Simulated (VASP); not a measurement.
Write the native input for VASP 6.6.1 that does the following.

```yaml
Task: relaxation of cell and atoms
Functional: PBE
Potentials_or_basis: VASP PAW PBE potentials, release 64 (Sb)
Cutoff: 600 eV
k_mesh: 10 × 10 × 10
Occupations: methfessel-paxton, width 0.1 eV
Spin: no spin polarisation
Further_INCAR_settings: ALGO = Normal; EDIFF = 1e-07; IBRION = 2; EDIFFG = -0.005; NSW = 90; ISIF = 3
```

The structure of Sb lies in POSCAR:

```
Sb                                      
1.0
    2.1898639276      1.2643185281      3.8225708152
   -2.1898639276      1.2643185281      3.8225708152
   -0.0000000000     -2.5286370562      3.8225708152
  Sb            
     2
Direct
     0.2332067683331636    0.2332067683331636    0.2332067683331636
     0.7667932316668364    0.7667932316668364    0.7667932316668364
```

The input as run:

INCAR

```
SYSTEM = Sb
PREC     = Accurate       ! precision mode
ENCUT    = 600            ! plane-wave cutoff, eV
EDIFF    = 1E-7           ! SCF threshold, eV
ISMEAR   = 1              ! smearing method
SIGMA    = 0.1            ! smearing width, eV
LREAL    = .False.        ! projectors in reciprocal space
LASPH    = .True.         ! aspherical terms in the spheres
NELM     = 80             ! most SCF steps
ALGO     = Normal         ! electronic algorithm
ISIF     = 3              ! what is computed and relaxed
LWAVE    = .False.        ! write WAVECAR
LCHARG   = .False.        ! write CHGCAR
GGA      = PE             ! functional
IBRION   = 2              ! ionic algorithm
NSW      = 90             ! ionic steps
EDIFFG   = -0.005         ! ionic threshold
```

KPOINTS

```
Automatic mesh
0
Gamma
  10 10 10
  0 0 0
```

Potentials or basis: VASP PAW PBE potentials, release 64 (Sb).

Run with:

```bash
$ cat potpaw_PBE.64/Sb/POTCAR > POTCAR
$ mpirun -np 1 vasp_std > vasp.out
```

Results of the run:

The pressure after relaxing is 0.0 GPa. The band gap on the k mesh is none (metal or under the smearing width).

Caveat: the relaxation stopped at its first step, so nothing moved.

Wall time 30 s on 1 thread of Intel(R) Xeon(R) 6975P-C (Granite Rapids) (shared host), peak memory 0.27 GiB.
